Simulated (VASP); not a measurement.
Write the native input for VASP 6.6.1 that does the following.

| Item | Value |
| --- | --- |
| Task | single point |
| Functional | RPBE |
| Potentials or basis | VASP PAW PBE potentials, release 64 (Ru_pv) |
| Cutoff | 520 eV |
| k mesh | 16 × 16 × 1 |
| Occupations | gaussian, width 0.1 eV |
| Spin | no spin polarisation |
| Dipole correction | yes |
| Further INCAR settings | ALGO = Fast; EDIFF = 1e-06; NBANDS = 88 |

The structure of Ru lies in POSCAR:

```
Ru
1.0
    2.6789400000      0.0000000000      0.0000000000
    1.3394700000      2.3200300952      0.0000000000
    0.0000000000      0.0000000000     38.8100000000
Ru
11
Direct
    0.0000000000      0.0000000000      0.2212251780
    0.3333333333      0.3333333333      0.2754147960
    0.0000000000      0.0000000000      0.3314292646
    0.3333333333      0.3333333333      0.3878432497
    0.0000000000      0.0000000000      0.4439703940
    0.3333333333      0.3333333333      0.4999999994
    0.0000000000      0.0000000000      0.5560296043
    0.3333333333      0.3333333333      0.6121567501
    0.0000000000      0.0000000000      0.6685707348
    0.3333333333      0.3333333333      0.7245852060
    0.0000000000      0.0000000000      0.7787748230
```

The cell was built by a generator and needn't be a form met in nature.

The input as run:

INCAR

```
SYSTEM = Ru
ALGO = Fast
DIPOL = 0.5 0.5 0.500
EDIFF = 1E-6
ENCUT = 520
GGA = RP
IDIPOL = 3
ISIF = 2
ISMEAR = 0
LASPH = .TRUE.
LCHARG = .FALSE.
LDIPOL = .TRUE.
LREAL = .FALSE.
LWAVE = .FALSE.
NBANDS = 88
NELM = 80
PREC = Accurate
SIGMA = 0.1
```

KPOINTS

```
k-points
0
G
  16 16 1
  0 0 0
```

Potentials or basis: VASP PAW PBE potentials, release 64 (Ru_pv).

The run is started by

```console
$ cat potpaw_PBE.64/Ru_pv/POTCAR > POTCAR
$ mpirun -np 1 vasp_std > vasp.out
```

Results of the run:

```json
{"Largest force": "0.012 eV/Å", "Band gap on the k mesh": "none (metal or under the smearing width)"}
```

Caveat: the PAW data sets were made with another functional, which shifts forces and pressure a little.

It took 21 min on 1 thread of Intel(R) Xeon(R) 6975P-C (Granite Rapids), with other jobs on the host, peak memory 0.6 GiB.
